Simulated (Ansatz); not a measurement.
**Zone-centre phonons of AgBr at 40 GPa: input and output**

All numbers below come from Ansatz 0.2.0, DFT PBE, scalar-relativistic, plane waves, PAW.

Launched with:
```bash
ansatz run input.yaml --threads 1 --pin off --max-ram 1228MiB --backend cpu --events-out ev --progress --plain --runs-dir out
```

Input (bare energies are in eV):
```yaml
crystal:
  lattice:
    - [0.0, 2.5754171105, 2.5754171105]
    - [2.5754171105, 0.0, 2.5754171105]
    - [2.5754171105, 2.5754171105, 0.0]
  atoms:
    - { symbol: Ag, position: [0.5, 0.5, 0.5] }
    - { symbol: Br, position: [0.0, 0.0, 0.0] }
basis:
  ecutwfc: 420
kpoints:
  mp_grid: { grid: [10, 10, 10] }
hamiltonian:
  xc: pbe
scf:
  occupations: { method: fixed }
output:
  eigenvalues: true
phonons:
  method: dfpt
  dielectric: true
  rigid_motions: translations
  eigenvectors: true
```

Results section of the output:
```
--- Phonons (Γ-DFPT): 2 representative perturbations + reference, on 102 of 1000 k-points (Σ response iterations 6) ---
  k mesh reduced under 8 symmetry operations, with k and −k counted as one. Each operation leaves every solved perturbation unchanged. A smaller set is not considered because the run solves the response ...
  ASR residual: 5.535e-5 → 0.000e0 eV/Å²; symmetrization residual: 9.721e-6 eV/Å²
  ASR residual per site (eV/Å²): 2.54e-5 5.54e-5
  Γ frequencies (cm⁻¹): 0.00 0.00 0.00 198.74 198.74 198.74
  ε∞ (high-frequency dielectric tensor):
        7.945114     0.000000     0.000000
        0.000000     7.945114     0.000000
        0.000000     0.000000     7.945114
  ε⁰ (static dielectric tensor: ions relaxed, cell fixed):
        9.448397     0.000000     0.000000
        0.000000     9.448397     0.000000
        0.000000     0.000000     9.448397
  ε⁰ − ε∞ (ionic part):
        1.503283     0.000000    -0.000000
        0.000000     1.503283     0.000000
       -0.000000     0.000000     1.503283
  softest optical mode at Γ: 198.74 cm⁻¹; the repairs (sum rule, projections) moved no ω² at Γ by more than (0.62 cm⁻¹)²
  Born effective charges Z* (e; rows j = field, columns β = displacement):
    site 0:
         1.37560   -0.00000    0.00000
         0.00000    1.37560    0.00000
        -0.00000    0.00000    1.37560
    site 1:
        -1.37560    0.00000   -0.00000
        -0.00000   -1.37560   -0.00000
         0.00000   -0.00000   -1.37560
  Z* charge neutrality: 2.490e-4 e pre-enforcement
  solved inside a basis spanned on kpoints, on 10×10×10 k-points, its susceptibility summed on 14×14×14: ε∞ is read to err by 2.1e-2, Z* by 2.0e-2 e (field_mesh: kpoints solves on kpoints); Z* is corrected for ...
  optical modes at Γ without the LO–TO term, one row a degenerate level:
      ω (cm⁻¹) modes IR ((D/Å)²/amu)
        198.74      3             2.8532
  optical modes at Γ + LO–TO along q̂ = [1.0000, 0.0000, 0.0000]:
      ω (cm⁻¹) modes IR ((D/Å)²/amu)
        198.74      2             1.9021
        216.73      1             0.9511
  optical modes at Γ + LO–TO along q̂ = [0.0000, 1.0000, 0.0000]:
      ω (cm⁻¹) modes IR ((D/Å)²/amu)
        198.74      2             1.9021
        216.73      1             0.9511
  optical modes at Γ + LO–TO along q̂ = [0.0000, 0.0000, 1.0000]:
      ω (cm⁻¹) modes IR ((D/Å)²/amu)
        198.74      2             1.9021
        216.73      1             0.9511
```

Other phases may be more stable at this pressure. The bands were filled as in an insulator; under compression the gap may have closed between mesh points.